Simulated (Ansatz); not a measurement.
# From LDA to G0W0: In3GaP4 (quasi-random alloy, started on the GaP lattice) (P1), part 2 of 2

How far does one-shot GW move the LDA gap of In3GaP4 (quasi-random alloy, started on the GaP lattice) (P1)?

Ansatz 0.2.0; LDA, then G0W0 on it, plane waves, PAW. Known limits of the many-body steps: finite bands, screening cutoff and k mesh; no spin-orbit coupling in G0W0; d shells not analysed; screening cutoff under 40 eV in some runs.

So far. Step 2 (Bands along the symmetry lines): Over mesh and path the gap is 0.781 eV, in a supercell, where edges may be folded.

## (3) One-shot GW

G0W0 replaces the xc potential by a self-energy built once from the orbitals of the start. Levels are corrected in the window of bands that the input names, at points of the mesh.

This step: G0W0 on LDA, plane waves, PAW.

Input file input.yaml:

```yaml
crystal:
  lattice:
    - [-5.7157253596, 5.714119744, -5.7140078984]
    - [5.7178479516, 5.7163494784, 5.7141150407]
    - [5.7116550362, -5.7142268864, -5.7100447173]
  atoms:
    - { symbol: Ga, position: [0.0062605256, -0.0003827223, 0.0016119557] }
    - { symbol: In, position: [0.2475405168, 0.4953287688, 0.2481162535] }
    - { symbol: In, position: [0.4929097767, 0.0002785294, 0.4976180423] }
    - { symbol: In, position: [0.7524999517, 0.5043380545, 0.7522465831] }
    - { symbol: In, position: [0.747904229, 0.2502833834, 0.0026884215] }
    - { symbol: Ga, position: [0.0033113129, 0.7549409378, 0.2519456278] }
    - { symbol: In, position: [0.2479357613, 0.241514029, 0.493241913] }
    - { symbol: In, position: [0.5025710527, 0.7549647822, 0.7528052348] }
    - { symbol: In, position: [0.5029770067, 0.495682782, 0.0026947319] }
    - { symbol: In, position: [0.752318647, 4.07616e-05, 0.2476798655] }
    - { symbol: In, position: [-0.0029368916, 0.5046604498, 0.4975124692] }
    - { symbol: Ga, position: [0.2482105254, 0.0010991294, 0.7513787828] }
    - { symbol: In, position: [0.2475790953, 0.7584510292, 0.0017646202] }
    - { symbol: Ga, position: [0.4933099335, 0.2462363188, 0.2433477134] }
    - { symbol: In, position: [0.7567233559, 0.7499244696, 0.5020830441] }
    - { symbol: In, position: [0.0018808696, 0.2446160743, 0.7523275803] }
    - { symbol: P, position: [-0.00391667, 0.2332733846, 0.0012711274] }
    - { symbol: P, position: [0.2359467667, 0.7466537607, 0.2475467035] }
    - { symbol: P, position: [0.5020533929, 0.2529518826, 0.4868609721] }
    - { symbol: P, position: [0.76550547, 0.7659843909, 0.7639381637] }
    - { symbol: P, position: [0.7664203475, 0.5138906057, 0.0149581098] }
    - { symbol: P, position: [-0.0003356906, -0.0134141436, 0.2344040139] }
    - { symbol: P, position: [0.2491434801, 0.4976657437, 0.5016941961] }
    - { symbol: P, position: [0.4861097048, 0.0030803127, 0.7509972971] }
    - { symbol: P, position: [0.4962308885, 0.7465210875, 0.0008767851] }
    - { symbol: P, position: [0.7350821813, 0.2495840295, 0.2508008487] }
    - { symbol: P, position: [0.0155426831, 0.7667101155, 0.5005053025] }
    - { symbol: P, position: [0.2524553574, 0.2373518121, 0.7479773156] }
    - { symbol: P, position: [0.2489612181, 0.0128211133, -0.0027440568] }
    - { symbol: P, position: [0.5019824434, 0.4893875507, 0.2538494849] }
    - { symbol: P, position: [0.7456223037, -0.0032061036, 0.4975818753] }
    - { symbol: P, position: [0.0022004545, 0.4987676802, 0.7504190218] }
kpoints:
  mp_grid: { grid: [2, 2, 2] }
hamiltonian:
  xc: lda
scf:
  occupations: { method: fixed }
gw:
  n_empty_bands: 992
  ecut_chi: 70.0
  qp_bands: [v4, c4]
  qp_kpoints: band_edges
  screening: { model: contour_deformation }
```

Started as:

```sh
$ ansatz run input.yaml --threads 2 --pin off --max-ram 92160MiB --backend cuda --events-out ev --progress --plain --runs-dir out --devices 1 --max-vram 13GiB  # rebuilt from the run's record
```

Numbers of over 12 decimals in the logs are rounded to 6 here.

The program printed:

```text
GPUs: using 1 of 1 available (devices: 1).
[...]
GPU FFT provider: cuFFT
GPU libraries: cuBLAS 13.8.2, cuFFT 12.4.0, cuSOLVER 12.3.4
Crystal: 32 atoms, lattice volume = 746.245 Å³
Basis set: ecut = 420 eV, 14627 PW (Γ)
Bands: 176, of which v1, the nominal top of the filled ones, is band 144 counted from 1 (143 counted from 0)
Symmetry: 1 space group operations
[...]
k-points: 8
[...]
GPU buffer pool allocated for 373248 grid points (all kernels)
[...]
SCF iter   1: F=—  HF=-91937.363145 eV  |F-HF|=—  |Δ(HF+E_count)|=         —  Δρ=7.93e-3  dr2=4.50e-1  ethr=1.77e-3  ⟨swp⟩=6.0  Hψ=5332  notcnv=0  defer=226
[...]
SCF iter   8: F=-91937.202649 eV  HF=-91937.202649 eV  |F-HF|=2.08e-8  |Δ(HF+E_count)|=   6.14e-8  Δρ=1.58e-6  dr2=3.10e-8  ethr=3.47e-11  ⟨swp⟩=14.1  Hψ=7880  notcnv=0
SCF 1 converged in 8 iterations: F = -91937.202649 eV  dr2 = 3.10e-8
[...]
NSCF: frozen V_eff on 8 k-points
the band table was solved once the SCF had ended and its energy, with any forces and stress, was formed, with the checks that follow a solve (5134 applications of the Hamiltonian). They found nothing against the state; the energy, forces and stress were not computed again (output.eigenvalues in the input reference)
[...]
G₀W₀ screening: q 1/8
[... further progress lines ...]
SCF converged after 8 iterations
Free energy (F): -91937.202649 eV
[...]
Internal energy: -91937.202649 eV  (E = F + TS)
E sigma→0 (E₀):  -91937.202649 eV
Fermi energy:    7.118971 eV
[...]
--- Band table (eV; the first three rows and the last of 8) ---
  k-point 0: bands = [... 140 lower, 6.1893, 7.0847, 7.1008, 7.1190, 7.8985, 8.5735, 8.5994, 8.6220, ... 28 higher]
  k-point 1: bands = [... 140 lower, 5.9753, 5.9931, 6.7830, 6.8928, 9.0614, 9.1891, 9.2885, 9.4447, ... 28 higher]
  k-point 2: bands = [... 140 lower, 5.9857, 5.9906, 6.7598, 6.9212, 9.0538, 9.3531, 9.3852, 9.4557, ... 28 higher]
  k-point 7: bands = [... 140 lower, 6.1280, 6.1403, 6.1569, 6.1951, 8.3236, 8.4381, 8.4667, 8.6094, ... 28 higher]
--- G₀W₀: contour deformation, 7 samples at zero and on the imaginary axis and 1 off it, 8 q-points, 992 empty bands' worth ---
  eigenvalues of the whole cell's RPA ε∞ on this k-mesh (on a slab, of 1 + 4πα/V) = 21.0496, 21.6186, 22.2019; static W/v taken at q = 0 is 0.046256
  gw.qp_kpoints: band_edges: 8 of 8 stored k-points solved, in 1 pass; an edge of the gap read off the rows below is read off those points alone
    ik  band        ε_KS         Σx   Σc(E_QP)       V_xc       Z   E_QP_lin       E_QP  E_QP is
     0   141      6.1893   -16.2279     1.6893   -14.4630  0.7327     6.1135     6.1137  root
     0   142      7.0847   -16.8525     1.3823   -15.4462  0.7377     7.0606     7.0607  root
     0   143      7.1008   -16.8741     1.3862   -15.4653  0.7377     7.0783     7.0783  root
     0   144      7.1190   -16.8815     1.3897   -15.4703  0.7376     7.0975     7.0975  root
     0   145      7.8985   -10.4532    -3.7151   -14.8375  0.7553     8.6095     8.5676  root
     0   146      8.5735    -7.0367    -3.6505   -11.0153  0.7646     8.9071     8.9015  root
     0   147      8.5994    -6.9308    -3.6539   -10.9046  0.7655     8.9245     8.9193  root
     0   148      8.6220    -6.9247    -3.6576   -10.9022  0.7654     8.9471     8.9419  root
     1   141      5.9753   -16.0790     1.7638   -14.2262  0.7309     5.8860     5.8863  root
     1   142      5.9931   -15.9921     1.7177   -14.1879  0.7315     5.9062     5.9065  root
     1   143      6.7830   -16.7347     1.4804   -15.2135  0.7366     6.7422     6.7423  root
     1   144      6.8928   -16.7302     1.4575   -15.2431  0.7367     6.8631     6.8632  root
     1   145      9.0614    -7.6960    -3.8333   -11.9699  0.7578     9.5137     9.5020  root
     1   146      9.1891    -8.9748    -3.7919   -13.3157  0.7498     9.7595     9.7381  root
     1   147      9.2885    -7.9132    -3.8686   -12.2449  0.7567     9.7649     9.7516  root
     1   148      9.4447    -9.3256    -3.9558   -13.8877  0.7484    10.0806    10.0510  root
     2   141      5.9857   -15.8807     1.6523   -14.1479  0.7324     5.9049     5.9052  root
     2   142      5.9906   -15.8901     1.6605   -14.1488  0.7322     5.9094     5.9097  root
     2   143      6.7598   -16.7289     1.4863   -15.1992  0.7365     6.7163     6.7164  root
     2   144      6.9212   -16.7344     1.4525   -15.2549  0.7367     6.8941     6.8942  root
     2   145      9.0538    -7.6056    -3.8325   -11.8736  0.7581     9.5008     9.4894  root
     2   146      9.3531    -7.8532    -3.8707   -12.1864  0.7572     9.8289     9.8156  root
     2   147      9.3852    -9.2969    -3.9280   -13.8218  0.7487    10.0102     9.9821  root
     2   148      9.4557    -9.1323    -3.8760   -13.5738  0.7503    10.0447    10.0211  root
     3   141      5.9685   -15.8950     1.6720   -14.1415  0.7320     5.8866     5.8869  root
     3   142      5.9953   -15.9077     1.6674   -14.1579  0.7322     5.9127     5.9130  root
     3   143      6.7849   -16.7328     1.4820   -15.2098  0.7366     6.7439     6.7439  root
     3   144      6.8974   -16.7329     1.4573   -15.2463  0.7367     6.8681     6.8681  root
     3   145      9.0780    -7.6950    -3.8319   -11.9713  0.7576     9.5345     9.5225  root
     3   146      9.2804    -7.8526    -3.8414   -12.1544  0.7573     9.7540     9.7409  root
     3   147      9.3304    -9.0878    -3.8622   -13.5101  0.7502     9.9134     9.8906  root
     3   148      9.4287    -9.2315    -3.9037   -13.7139  0.7496    10.0328    10.0074  root
     4   141      5.9753   -15.8802     1.6520   -14.1485  0.7323     5.8953     5.8956  root
     4   142      6.0177   -15.9529     1.6957   -14.1736  0.7318     5.9339     5.9342  root
     4   143      6.7815   -16.7272     1.4810   -15.2052  0.7366     6.7405     6.7406  root
     4   144      6.8983   -16.7364     1.4582   -15.2487  0.7367     6.8687     6.8688  root
     4   145      9.0760    -7.6891    -3.8291   -11.9620  0.7576     9.5317     9.5198  root
     4   146      9.2886    -8.0467    -3.8544   -12.3777  0.7561     9.7797     9.7653  root
     4   147      9.3428    -8.8645    -3.8548   -13.2572  0.7515     9.9009     9.8807  root
     4   148      9.4463    -9.1578    -3.9019   -13.6372  0.7501    10.0490    10.0238  root
[...]
6   145      8.8894    -7.8567    -3.8158   -12.1350  0.7557     9.3652     9.3520  root
     6   146      9.3414    -9.1560    -3.8413   -13.5627  0.7501     9.9303     9.9068  root
     6   147      9.3715    -8.8959    -3.9075   -13.3634  0.7513     9.9543     9.9314  root
     6   148      9.4510    -8.6985    -3.8663   -13.0949  0.7532    10.0005     9.9811  root
     7   141      6.1280   -16.2791     1.7265   -14.4714  0.7320     6.0464     6.0466  root
     7   142      6.1403   -16.3087     1.7271   -14.5059  0.7322     6.0644     6.0646  root
     7   143      6.1569   -16.3015     1.7266   -14.4989  0.7322     6.0807     6.0809  root
     7   144      6.1951   -16.3137     1.7172   -14.5197  0.7324     6.1181     6.1184  root
     7   145      8.3236    -9.0973    -3.6928   -13.3705  0.7578     8.9291     8.9040  root
     7   146      8.4381    -9.1551    -3.7423   -13.4790  0.7578     9.0450     9.0197  root
     7   147      8.4667    -9.1564    -3.7442   -13.4832  0.7581     9.0748     9.0493  root
     7   148      8.6094    -9.2625    -3.8023   -13.6525  0.7581     9.2232     9.1971  root
```

Wall time 1.7 min (1 × NVIDIA H100 80GB HBM3 (shared by 6 runs) with 2 threads of AMD EPYC 7R13 (Zen 3), shared host); peak memory 5.1 GiB.

This step gave:

```yaml
bands_summed: 1136
rpa_eps_infinity_on_this_mesh_eigenvalues: 21.05, 21.62, 22.20
plane_waves_in_the_screening_matrix: 959
q_points_in_the_mesh: 8
g0w0_gap_over_the_corrected_points: 1.470 eV
k_of_the_valence_top: 0, 0, 0
k_of_the_conduction_bottom: 0, 0, 0
starting_gap_on_the_mesh: 0.7795 eV
z_at_the_valence_top: 0.7376
z_at_the_conduction_bottom: 0.7553
least_direct_g0w0_gap_over_the_corrected_points: 1.470 eV
```

Over all 8 irreducible mesh points the G0W0 gap is 1.470 eV, in a supercell, where edges may be folded. The LDA gap of this run on the mesh is 0.779 eV. The two states that bound the G0W0 gap lie that far apart at the start, so the correction of the gap is 1.470 − 0.779 = +0.691 eV. The start of this run differs from the step before in mesh (4×4×4 and 2×2×2).

Labels follow the order of the start: v1 is the top filled band, c1 the lowest empty one; levels that stay degenerate share a row, the window can cut a multiplet, doubted levels are not marked in this list, bands outside the window were not corrected, and the list may be a part of the corrected levels. Levels before and after the correction, in eV, zero at the valence-band top of each column:

```csv
,conduction bottom,valence top
Kohn-Sham,0.78,0.00
G0W0,1.47,0.00
```

```csv
,level,occupation,energy (eV)
Kohn-Sham,Γ v4,2,-0.930
Kohn-Sham,Γ v3,2,-0.034
Kohn-Sham,Γ v2,2,-0.018
Kohn-Sham,Γ v1,2,0.000
Kohn-Sham,Γ c1,0,0.779
Kohn-Sham,Γ c2,0,1.454
Kohn-Sham,Γ c3,0,1.480
Kohn-Sham,Γ c4,0,1.503
G0W0,Γ v4,2,-0.984
G0W0,Γ v3,2,-0.037
G0W0,Γ v2,2,-0.019
G0W0,Γ v1,2,0.000
G0W0,Γ c1,0,1.470
G0W0,Γ c2,0,1.804
G0W0,Γ c3,0,1.822
G0W0,Γ c4,0,1.844
```

The parts of the quasiparticle energy for the two states that bound the G0W0 gap, in eV on the run's own scale (QP = start + Σx + Σc − Vxc, with Σc at the quasiparticle energy):

```csv
edge,k,band,start,Σx,Σc,Vxc,Z,QP
valence top,Γ,144,7.119,−16.881,1.390,−15.470,0.738,7.098
conduction bottom,Γ,145,7.899,−10.453,−3.715,−14.838,0.755,8.568
```

## (4) Spin-orbit coupling

This run has two-component orbitals with spin-orbit coupling.

This step: DFT, LDA with spin-orbit coupling, plane waves, PAW.

Edit input.yaml of step 3 so:

```diff
@@ -39,3 +39,11 @@
 kpoints:
-  mp_grid: { grid: [2, 2, 2] }
+  mp_grid: { grid: [4, 4, 4] }
+  band_path:
+    path:
+      - [0.0, 0.0, 0.0]
+      - [0.5, 0.0, 0.0]
+      - [0.0, 0.5, 0.0]
+      - [0.0, 0.0, 0.5]
+      - [0.5, 0.5, 0.5]
+    npoints: 1
 hamiltonian:
@@ -43,8 +51,12 @@
 scf:
-  occupations: { method: fixed }
-gw:
-  n_empty_bands: 992
-  ecut_chi: 70.0
-  qp_bands: [v4, c4]
-  qp_kpoints: band_edges
-  screening: { model: contour_deformation }
+  occupations: { method: fermi_dirac, width: 0.02 }
+  n_extra_bands: 28
+magnetization:
+  noncollinear: true
+  spin_orbit: true
+output:
+  eigenvalues: true
+  write_density: true
+  write_potential: true
+  elf: true
+  volumetric_format: npy
```

The program printed:

```text
[...]
GPUs: using 1 of 1 available (devices: 1).
[...]
non-collinear run that drives no moment, with spin-orbit: no starting moment large enough to seed its density (crystal.atoms[].spin), no starting occupations that ask for one, no magnetisation constraint and no magnetic field, so the semilocal B_xc is pinned to zero
GPU FFT provider: cuFFT
GPU libraries: cuBLAS 13.8.2, cuFFT 12.4.0, cuSOLVER 12.3.4
Crystal: 32 atoms, lattice volume = 746.245 Å³
Basis set: ecut = 420 eV, 14627 PW (Γ)
Bands: 316, of which v1, the nominal top of the filled ones, is band 288 counted from 1 (287 counted from 0)
Symmetry: 1 space group operations + 1 with time reversal
[...]
k-points: 36 of 64 (time reversal used)
Projection manifold: j_resolved (fully-relativistic pseudo-atomic orbitals)
[...]
GPU buffer pool allocated for 373248 grid points (all kernels)
[...]
SCF iter   1: F=—  HF=-91963.769102 eV  |F-HF|=—  |Δ(HF+E_count)|=         —  Δρ=3.52e-2  dr2=1.23e1  dr2_m=0.00e0 (ungated)  ethr=3.10e-3  |M|=0.00e0 ∫|m|=0.00e0 μB  |m|>n=0.0e0 m-floor=0.0e0 τ_xc=0.0e0  β_m=0.30  ⟨swp⟩=7.1  Hψ=64155  notcnv=0  defer=37
[...]
spin=Noncollinear: Resta preconditioning applied to the charge; magnetization (m_x, m_y, m_z) channels mix plain (no charge-response kernel on spin).
SCF iter   2: F=—  HF=-91961.421872 eV  |F-HF|=—  |Δ(HF+E_count)|=    2.35e0  Δρ=2.50e-2  dr2=5.46e0  dr2_m=0.00e0 (ungated)  ethr=3.10e-3  |M|=0.00e0 ∫|m|=0.00e0 μB  |m|>n=0.0e0 m-floor=0.0e0 τ_xc=0.0e0  β_m=0.58  ⟨swp⟩=2.0  Hψ=14068  notcnv=0  defer=760
[...]
SCF iter   9: F=-91959.787701 eV  HF=-91959.787701 eV  |F-HF|=1.19e-8  |Δ(HF+E_count)|=   5.33e-9  Δρ=2.53e-6  dr2=5.91e-8  dr2_m=0.00e0 (ungated)  ethr=3.47e-11  |M|=0.00e0 ∫|m|=0.00e0 μB  |m|>n=0.0e0 m-floor=0.0e0 τ_xc=0.0e0  ⟨swp⟩=11.4  Hψ=46085  notcnv=0
SCF 1 converged in 9 iterations: F = -91959.787701 eV  dr2 = 5.91e-8
[...]
SCF converged after 9 iterations
Magnetization: |M| = 0.0000 μB,  M = (+0.0000, +0.0000, +0.0000) μB
Absolute magnetization: 0.0000 μB (∫|m|)
  site 0: m = (+0.0000, +0.0000, +0.0000) μB, |m| = 0.0000 μB  (R = 0.97 Å)
  site 1: m = (+0.0000, +0.0000, +0.0000) μB, |m| = 0.0000 μB  (R = 1.03 Å)
  site 2: m = (+0.0000, +0.0000, +0.0000) μB, |m| = 0.0000 μB  (R = 1.04 Å)
  site 3: m = (+0.0000, +0.0000, +0.0000) μB, |m| = 0.0000 μB  (R = 1.03 Å)
  site 4: m = (+0.0000, +0.0000, +0.0000) μB, |m| = 0.0000 μB  (R = 1.03 Å)
  site 5: m = (+0.0000, +0.0000, +0.0000) μB, |m| = 0.0000 μB  (R = 0.97 Å)
  site 6: m = (+0.0000, +0.0000, +0.0000) μB, |m| = 0.0000 μB  (R = 1.03 Å)
  site 7: m = (+0.0000, +0.0000, +0.0000) μB, |m| = 0.0000 μB  (R = 1.03 Å)
[...]
site 28: m = (+0.0000, +0.0000, +0.0000) μB, |m| = 0.0000 μB  (R = 0.98 Å)
  site 29: m = (+0.0000, +0.0000, +0.0000) μB, |m| = 0.0000 μB  (R = 0.97 Å)
  site 30: m = (+0.0000, +0.0000, +0.0000) μB, |m| = 0.0000 μB  (R = 1.03 Å)
  site 31: m = (+0.0000, +0.0000, +0.0000) μB, |m| = 0.0000 μB  (R = 1.03 Å)
Free energy (F): -91959.787701 eV
[...]
Internal energy: -91959.787701 eV  (E = F + TS)
E sigma→0 (E₀):  -91959.787701 eV
Fermi energy:    7.524156 eV
[...]
--- Band table (eV; the first three rows and the last of 36) ---
  k-point 0: bands = [... 284 lower, 7.1220, 7.1220, 7.1416, 7.1416, 7.8986, 7.8986, 8.5710, 8.5710, ... 24 higher]
  k-point 1: bands = [... 284 lower, 6.7177, 6.7826, 7.0366, 7.0490, 8.7233, 8.7399, 8.8677, 8.8741, ... 24 higher]
  k-point 2: bands = [... 284 lower, 6.7786, 6.7786, 6.8889, 6.8889, 9.0595, 9.0595, 9.1853, 9.1853, ... 24 higher]
  k-point 35: bands = [... 284 lower, 6.1938, 6.1938, 6.2161, 6.2161, 8.3222, 8.3222, 8.4374, 8.4374, ... 24 higher]
```

It took 43 s on 1 × NVIDIA H100 80GB HBM3 (shared by 6 runs) with 2 threads; peak memory 6.9 GiB.

Numbers from this step:

```yaml
gap: 0.7570 eV
valence_top_at: Γ
conduction_bottom_at: Γ
least_direct_gap: 0.7570 eV
```

Over mesh and listed points the gap is 0.757 eV, in a supercell, where edges may be folded. LDA+SOC against LDA: 0.757 − 0.781 = −0.024 eV, with the same mesh, set of files (read in its fully relativistic form for the spin-orbit run) and cutoff, and both edges at the same k points. The spin-orbit run sees mesh and listed points alone, so its gap is an upper bound: the coupling can move an edge off these points, the more so as this crystal has no centre of inversion, and the change over the zone, its sign included where it is small, is not known.

## (5) Side by side

Each gap is the least one over the points named; times are wall times on shared hosts, not benchmarks. A G0W0 time includes the run's own self-consistent start. Runs with listed points see these and the mesh alone, so an edge that moves elsewhere is missed. Rows marked * are further runs, not shown as steps, whose inputs differ from the G0W0 step on the same start in the columns given; solver thresholds can differ too.

```csv
level,mesh,"files, cutoff","bands summed, screening",points,gap (eV),valence top,conduction bottom,least direct gap (eV),time
LDA,4×4×4,"soft_2 PAW, 420 eV",-,mesh and path,0.781,Γ,Γ,0.781,20 s
LDA+SOC,4×4×4,"soft_2 PAW, 420 eV",-,mesh and listed points,0.757,Γ,Γ,0.757,43 s
G0W0@LDA*,2×2×2,"soft_2 PAW, 420 eV","395, 28 eV",all 8 irreducible mesh points,1.549,Γ,Γ,1.549,49 s
G0W0@LDA,2×2×2,"soft_2 PAW, 420 eV","1136, 70 eV",all 8 irreducible mesh points,1.470,Γ,Γ,1.470,1.7 min
```

## (6) Outcome

```yaml
lda_gap_over_mesh_and_path: 0.781 eV, in a supercell, where edges may be folded
g0w0_lda_gap_over_all_8_irreducible_mesh_points: 1.470 eV, in a supercell, where edges may be folded
lda_soc_gap_over_mesh_and_listed_points: 0.757 eV
gw_settings: 2×2×2 mesh, 992 empty bands, screening to 70 eV
known_limits: finite bands, screening cutoff and k mesh; no spin-orbit coupling in G0W0; d shells not analysed; screening cutoff under 40 eV in some runs
```

Over all 8 irreducible mesh points the G0W0 gap is 1.470 eV, in a supercell, where edges may be folded. The LDA gap of this run on the mesh is 0.779 eV. The two states that bound the G0W0 gap lie that far apart at the start, so the correction of the gap is 1.470 − 0.779 = +0.691 eV. The valence state moves by 7.098 − 7.119 = −0.021 eV and the conduction state by 8.568 − 7.899 = +0.669 eV, on the run's own scale; with 395 bands the edge states move by +0.506 and +1.275 eV, so the split between the edges depends on the bands and cutoff. No level off the mesh was corrected, so the G0W0 gap over the whole zone is not known from these runs. From 395 bands and 28 eV to 1136 bands and 70 eV the gap moves by 1.470 − 1.549 = −0.079 eV; bands and screening cutoff rise together, so their parts are not told apart. Two runs can't test a law of convergence, so the limit is not known. LDA+SOC against LDA: 0.757 − 0.781 = −0.024 eV, with the same mesh, set of files (read in its fully relativistic form for the spin-orbit run) and cutoff, and both edges at the same k points. The spin-orbit run sees mesh and listed points alone, so its gap is an upper bound: the coupling can move an edge off these points, the more so as this crystal has no centre of inversion, and the change over the zone, its sign included where it is small, is not known. What spin-orbit coupling does to the G0W0 levels was not computed, so no sum with the G0W0 gap is formed. The G0W0 runs are scalar-relativistic. One-shot GW is known to converge slowly in bands for compounds with shallow d shells. The cell holds Ga and In; the filling of the d shell and its place against the gap were not analysed here. No pair of G0W0 runs that differ in the mesh alone is shown (2×2×2 is a supercell whose nearest images lie 20 Å apart), so the error from the mesh is not known here. G0W0 is shown with one set of atomic data (soft_2 PAW), so the error from the files is not known here. A screening cutoff under 40 eV is crude: G0W0@LDA with 395 bands at 28 eV.

[Paths, hosts, dates, memory and timing lines, banners, echoed tables and standing remarks are left out of the program output.]

[Logs are printed without paths, hosts, clocks, repeated set-up lines and the standing remarks that a program may print on its own settings, such as how far it seeks lower states.]

[Runs of the session that timed out or met a known fault of the program may be left out.]

[Cells called generated may have been cut or substituted from an entry of the Crystallography Open Database or the Materials Project.]

[Hosts, paths, dates, database ids (printed as entryN), source tags and the programs' standing remarks are cut or masked in the printed files.]

[Where an RPA ε∞ is given, it is that of the G0W0 mesh and is not shown converged in it. Names of k-points follow the symmetry that the program found, which can be lower than the space group named. Band edges on a path are those of the sampled points; other points can move an edge, and change direct to indirect where valleys lie close.]

[Hybrid gaps are those of their k-mesh and are not shown converged in it.]
